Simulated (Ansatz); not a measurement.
Working through a convergence test of the plane-wave cutoff of GaN, space group Fm-3m

Computed with Ansatz 0.2.0, Python API.

At the Python prompt:
```pycon
>>> import ansatz as az
>>> import numpy as np
>>> FILLING = 'cold'
>>> SMEARING_WIDTH = 0.2
>>> EXTRA_BANDS = 8
>>> FUNCTIONAL = 'r2scan'
>>> vectors = np.array([
...     [0.0, 2.13524, 2.13524],
...     [2.13524, 0.0, 2.13524],
...     [2.13524, 2.13524, 0.0],
... ])
>>> system = (
...     az.Lattice.of(vectors)
...     .atom('Ga', (0.0, 0.0, 0.0))
...     .atom('N', (0.5, 0.5, 0.5))
... )
>>> [site.symbol for site in system.resolved().sites]
['Ga', 'N']
>>> setup = system.calculation()
>>> setup = setup.occupations(FILLING, width=SMEARING_WIDTH)
>>> setup = setup.scf(extra_bands=EXTRA_BANDS)
>>> setup = setup.kpoints(9, shift=0.5)
>>> setup = setup.functional(FUNCTIONAL)
>>> rows = []
>>> for value in [250, 300, 350, 400, 450, 500]:
...     rep = setup.basis(value).run(threads=1, backend='cpu').report
...     rows.append((value, rep['free_energy_ev'] / len(rep['lattice']['sites']), rep['n_iterations'], rep['n_pw']))
...
DeckWarning: basis.ecutwfc = 250 eV is below the records' recommended 500 eV, and the density's cutoff is lower with it unless basis.ecutrho_ratio is high enough to keep the records' density cutoff: compare with a run at a higher cutoff
DeckWarning: crystal.symmetry: narrowed to the stabiliser of the k-point mesh — unitary ops 48 → 12; excluded 36 operations that carry a point of the 9×9×9 mesh (shift [0.5, 0.5, 0.5]) off the mesh [...]
DeckWarning: basis.ecutwfc = 300 eV is below the records' recommended 500 eV, and the density's cutoff is lower with it unless basis.ecutrho_ratio is high enough to keep the records' density cutoff: compare with a run at a higher cutoff
DeckWarning: basis.ecutwfc = 350 eV is below the records' recommended 500 eV, and the density's cutoff is lower with it unless basis.ecutrho_ratio is high enough to keep the records' density cutoff: compare with a run at a higher cutoff
DeckWarning: basis.ecutwfc = 400 eV is below the records' recommended 500 eV, and the density's cutoff is lower with it unless basis.ecutrho_ratio is high enough to keep the records' density cutoff: compare with a run at a higher cutoff
DeckWarning: basis.ecutwfc = 450 eV is below the records' recommended 500 eV, and the density's cutoff is lower with it unless basis.ecutrho_ratio is high enough to keep the records' density cutoff: compare with a run at a higher cutoff
>>> print(' cutoff (eV)   F/atom (eV)    iterations   plane waves')
 cutoff (eV)   F/atom (eV)    iterations   plane waves
>>> for row in rows:
...     print(f'{str(row[0]):>12s}  {row[1]:12.5f}  {row[2]:12d}  {row[3]:12d}')
...
         250   -2086.64719             9           169
         300   -2087.53099             9           259
         350   -2087.67433            10           283
         400   -2087.70159            10           339
         450   -2087.70729            10           411
         500   -2087.70890            10           531
>>> # the last row is the reference
>>> for row in rows[:-1]:
...     shift = 1000 * (row[1] - rows[-1][1])
...     print(f'{row[0]}: {shift:+.2f} meV/atom' + ('  (within 5 meV)' if abs(shift) < 5 else ''))
...
250: +1061.71 meV/atom
300: +177.92 meV/atom
350: +34.58 meV/atom
400: +7.32 meV/atom
450: +1.61 meV/atom  (within 5 meV)
```

From 450 eV on it stays within 5 meV an atom of the value at 500 eV; the first row (250 eV) is off by 1061.7 meV and the last but one by 1.61 meV. The energy falls steadily, as expected when plane waves are added.

Notes:
- This is a high-temperature or high-pressure form, not the ambient phase.
- The structure comes from a database of computed cells and needn't be a stable or known phase.
- Warnings are shown shortened and without file and line.
- Shifts are counted from the last row, which is itself no proven limit.
- Timing: 15 s on 1 thread of Intel(R) Xeon(R) Processor @ 2.30GHz (shared host), peak memory 0.55 GiB.
